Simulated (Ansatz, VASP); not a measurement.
# Two plane-wave programs on TiO2

File POSCAR:

```
TiO2
1.0
    4.5150000000      0.0000000000      0.0000000000
    0.0000000000      5.4970000000      0.0000000000
    0.0000000000      0.0000000000      4.9390000000
O Ti
8 4
Direct
    0.2860000000      0.3760000000      0.4120000000
    0.2140000000      0.1240000000      0.9120000000
    0.7860000000      0.1240000000      0.5880000000
    0.7140000000      0.3760000000      0.0880000000
    0.7140000000      0.6240000000      0.5880000000
    0.7860000000      0.8760000000      0.0880000000
    0.2140000000      0.8760000000      0.4120000000
    0.2860000000      0.6240000000      0.9120000000
    0.0000000000      0.1710000000      0.2500000000
    0.5000000000      0.3290000000      0.7500000000
    0.0000000000      0.8290000000      0.7500000000
    0.5000000000      0.6710000000      0.2500000000
```

INCAR.step1

```
PREC = Accurate
ENCUT = 520
ISMEAR = -1
SIGMA = 0.05
LREAL = F
LASPH = T
NELM = 150
ISPIN = 2
MAGMOM = 0 0 0 0 0 0 0 0 1 1 1 1
LMAXMIX = 4
NBANDS = 64
GGA = PE
ALGO = Normal
EDIFF = 1E-4
LWAVE = T
LCHARG = F
```

Contents of INCAR.step2:

```
PREC = Accurate
ENCUT = 520
EDIFF = 1E-6
ISMEAR = -1
SIGMA = 0.05
LREAL = F
LASPH = T
NELM = 150
ALGO = Normal
ISIF = 2
LWAVE = F
LCHARG = F
ISPIN = 2
MAGMOM = 0 0 0 0 0 0 0 0 1 1 1 1
LORBIT = 11
LMAXMIX = 4
METAGGA = R2SCAN
LMIXTAU = T
NBANDS = 64
ISTART = 1
```

Contents of KPOINTS:

```
regular mesh
0
Gamma
  3 3 3
```

Input for Ansatz:

```yaml
crystal:
  lattice:
    - [4.515, 0.0, 0.0]
    - [0.0, 5.497, 0.0]
    - [0.0, 0.0, 4.939]
  atoms:
    - { symbol: O, position: [0.286, 0.376, 0.412] }
    - { symbol: O, position: [0.214, 0.124, 0.912] }
    - { symbol: O, position: [0.786, 0.124, 0.588] }
    - { symbol: O, position: [0.714, 0.376, 0.088] }
    - { symbol: O, position: [0.714, 0.624, 0.588] }
    - { symbol: O, position: [0.786, 0.876, 0.088] }
    - { symbol: O, position: [0.214, 0.876, 0.412] }
    - { symbol: O, position: [0.286, 0.624, 0.912] }
    - { symbol: Ti, position: [0.0, 0.171, 0.25], spin: 1.0 }
    - { symbol: Ti, position: [0.5, 0.329, 0.75], spin: 1.0 }
    - { symbol: Ti, position: [0.0, 0.829, 0.75], spin: 1.0 }
    - { symbol: Ti, position: [0.5, 0.671, 0.25], spin: 1.0 }
magnetization:
  spin_polarized: true
hamiltonian:
  xc: r2scan
  pseudopotentials: { kind: paw }
basis:
  ecutwfc: 500
kpoints:
  mp_grid: { grid: [3, 3, 3] }
scf:
  occupations: { method: fermi_dirac, width: 0.05 }
  lower_state_search: "off"
output:
  forces: true
  stress: true
```

Alike in both runs: task single point; functional r2SCAN; k mesh 3 × 3 × 3; occupations fermi-dirac, width 0.05 eV; collinear spin.

|  | VASP | Ansatz |
| --- | --- | --- |
| version | VASP 6.6.1 | Ansatz 0.2.0 |
| potentials or method | VASP PAW PBE potentials, release 64 (O, Ti_sv) | PAW, plane waves, scalar-relativistic |
| plane-wave cutoff (eV) | 520 | 500 |
| valence electrons in the cell | 96 | 96 |

```tsv
	VASP	Ansatz	Ansatz less VASP
pressure (GPa)	2.8	1.5	-1.32
largest component of the traceless stress (GPa)	2.69	2.67	-0.027
rms of the force components (eV/Å)	0.331	0.340	+0.0088
net moment per atom (μB)	0.00	0.00	0.000
```

Atom by atom the forces differ by 0.033 eV/Å (rms over components). With one functional, cell and mesh, what is left measures potentials, basis and numerics. Ansatz warned: «seeded_moment_not_kept».

Caveats: the k mesh is coarse (spacing up to 0.46 Å⁻¹), so the values aren't converged; the PAW data sets were made with another functional, which shifts forces and pressure a little (VASP). A k mesh can miss the band edges.
